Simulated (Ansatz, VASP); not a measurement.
# Two plane-wave programs on H2Se

```
H Se
1.0
     2.92365    0.00000    0.00000
     0.00000    2.92365    0.00000
     0.00000    0.00000    4.96456
H Se
2 1
Direct
  0.00000 0.50000 0.66433
  0.50000 0.00000 0.66433
  0.50000 0.50000 0.88800
```

Alike in both runs: task relaxation of cell and atoms; functional PBE; dispersion D3(BJ); k mesh 6 × 6 × 4; occupations gaussian, width 0.1 eV; no spin polarisation.

```csv
,VASP,Ansatz
version,VASP 6.6.1,Ansatz 0.2.0
potentials or method,"VASP PAW PBE potentials, release 64 (H, Se)","scalar-relativistic, plane waves, PAW"
plane-wave cutoff (eV),600,420
valence electrons in the cell,8,18
```

|  | VASP | Ansatz | Ansatz less VASP |
| --- | --- | --- | --- |
| gap on the k mesh at the Fermi level, each at its own relaxed structure (eV) | none | none | - |
| relaxed volume (Å³/atom) | 16.18 | 15.62 | -0.561 |
| relaxed cell length with the largest relative difference (Å) | 4.243 | 4.097 | -0.1453 |
| energy change over the relaxation (meV/atom) | -554 | -558 | -3.1 |

A gap of «none» marks a metal or a gap that the smearing closes. The two sets of potentials don't hold the same shells in valence.
